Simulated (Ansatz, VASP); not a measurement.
**One calculation of Ag, two programs**

Contents of INCAR:

```
PREC = Accurate
ENCUT = 520
EDIFF = 1E-6
ISMEAR = 0
SIGMA = 0.15
LREAL = False
LASPH = True
NELM = 100
ALGO = Fast
ISIF = 2
LWAVE = False
LCHARG = False
GGA = PS
NBANDS = 12
```

Contents of KPOINTS:

```
regular mesh
0
Gamma
  22 22 22
```

The input POSCAR:

```
Ag
1.0
    0.0000000000      2.0431000000      2.0431000000
    2.0431000000      0.0000000000      2.0431000000
    2.0431000000      2.0431000000      0.0000000000
Ag
1
Direct
    0.0000000000      0.0000000000      0.0000000000
```

Input for Ansatz:

```yaml
crystal:
  lattice:
    - [0.0, 2.0431, 2.0431]
    - [2.0431, 0.0, 2.0431]
    - [2.0431, 2.0431, 0.0]
  atoms:
    - { symbol: Ag, position: [0.0, 0.0, 0.0] }
basis:
  ecutwfc: 420
kpoints:
  mp_grid: { grid: [22, 22, 22] }
hamiltonian:
  xc: pbesol
scf:
  occupations: { method: gaussian, width: 0.15 }
output:
  forces: true
  stress: true
  eigenvalues: true
  write_density: true
  write_potential: true
  elf: true
  volumetric_format: npy
```

Alike in both runs: task single point; functional PBEsol; k mesh 22 × 22 × 22; occupations gaussian, width 0.15 eV; no spin polarisation.

|  | VASP | Ansatz |
| --- | --- | --- |
| version | VASP 6.6.1 | Ansatz 0.2.0 |
| potentials or method | VASP PAW PBE potentials, release 64 (Ag) | scalar-relativistic, plane waves, PAW |
| plane-wave cutoff (eV) | 520 | 420 |
| valence electrons in the cell | 11 | 19 |

|  | VASP | Ansatz | Ansatz less VASP |
| --- | --- | --- | --- |
| gap on the k mesh at the Fermi level (eV) | none | none | - |
| pressure (GPa) | -2.7 | -2.6 | +0.10 |

A gap of «none» marks a metal or a gap that the smearing closes. The two sets of potentials don't hold the same shells in valence.

Caveats: the PAW data sets were made with another functional, which shifts forces and pressure a little (VASP).
